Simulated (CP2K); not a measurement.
Runs of CP2K 2026.2 on Si2Ni. It takes space group Fm-3m (No. 225, cubic). The conventional cell has a = 5.406 Å, b = 5.406 Å, c = 5.406 Å, α = 90.00°, β = 90.00°, γ = 90.00°. Around Ni (site symmetry m-3m) lie 8 Si at 2.34 Å. Around Si (site symmetry -43m) lie 4 Ni at 2.34 Å. 

```csv
task,level,potentials or basis,smearing,EPS_DEFAULT,MIXING METHOD,MIXING ALPHA,NBUFFER,NGRIDS,gap on the mesh (eV),pressure (GPa),moment (μB),V0 of scaled cells (Å³/atom),B0 (GPa)
equation of state,LDA,"GTH_POTENTIALS Ni GTH-PADE-q18, Si GTH-PADE-q4; TZVP-MOLOPT-SR-GTH, TZVP-MOLOPT-PBE-GTH basis",fermi-dirac 0.01 eV,1.0E-9,PULAY_MIXING,0.4,6,5,-,-,-,(b),161
equation of state,PBEsol,"GTH_POTENTIALS Ni GTH-PBE-q18; POTENTIAL_UZH Si GTH-PBE-q4; TZVP-MOLOPT-SR-GTH, TZVP-MOLOPT-PBE-GTH basis",fermi-dirac 0.05 eV,1.0E-10,PULAY_MIXING,0.4,6,5,-,-,-,(a),153
equation of state,PBE,"POTENTIAL_UZH Ni GTH-PBE-q18, Si GTH-PBE-q4; TZVP-MOLOPT-PBE-GTH basis",fermi-dirac 0.05 eV,1.0E-10,BROYDEN_MIXING,0.2,10,5,-,-,-,13.48,144
band structure,LDA,"GTH_POTENTIALS Ni GTH-PADE-q18, Si GTH-PADE-q4; TZVP-MOLOPT-SR-GTH, TZVP-MOLOPT-PBE-GTH basis",fermi-dirac 0.1 eV,1.0E-9,PULAY_MIXING,0.4,6,5,none,(c),0.00,-,-
single point,PBE,"POTENTIAL_UZH Ni GTH-PBE-q18, Si GTH-PBE-q4; TZVP-MOLOPT-PBE-GTH basis",fermi-dirac 0.05 eV,1.0E-10,BROYDEN_MIXING,0.2,10,4,none,3.6,0.00,-,-
```

Alike in all rows: spin collinear, ferromagnetic start; cell as given; k mesh 9 × 9 × 9.

**Question.** Estimate the missing entries.

**Answer.** (a) 13.20; (b) 12.76; (c) -5.1.

Caveats: the basis of atomic orbitals isn't converged, which shifts pressures, moduli and gaps; the potentials were made for another functional, which shifts forces and pressure (some runs).

A k mesh can miss the band edges.

A gap of «none» marks a metal or a gap under the smearing width.

Not every run made on this cell is shown here.
